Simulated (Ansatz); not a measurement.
## Sr under pressure

Level of theory: Ansatz 0.2.0, DFT PBEsol, scalar-relativistic, plane waves, PAW. Run with 420 eV cutoff, 12×12×12 k-mesh, Gaussian smearing of 0.10 eV, no spin polarisation.

Starting point, cell and atoms relaxed:

```
CELL_PARAMETERS angstrom
-2.33495 2.33495 2.33495
2.33495 -2.33495 2.33495
2.33495 2.33495 -2.33495
ATOMIC_POSITIONS crystal
Sr 0.00000 0.00000 0.00000
```

Cell and atoms are relaxed at each pressure within the symmetry of the start, at zero temperature, so transitions that lower the symmetry aren't seen. The k-mesh given is that at zero pressure and may differ at others.

(1) Give the structure at -2 GPa.

Answers

(1)
```
CELL_PARAMETERS angstrom
-2.54179 2.54179 2.54179
2.54179 -2.54179 2.54179
2.54179 2.54179 -2.54179
ATOMIC_POSITIONS crystal
Sr 0.00000 0.00000 0.00000
```
Symmetry: Im-3m, No. 229, cubic system. The conventional cell has a = 5.084 Å, b = 5.084 Å, c = 5.084 Å, α = 90.00°, β = 90.00°, γ = 90.00°. Sr (site symmetry m-3m) is surrounded by 8 Sr at 4.40 Å.

This bcc form isn't the element's structure at ambient conditions.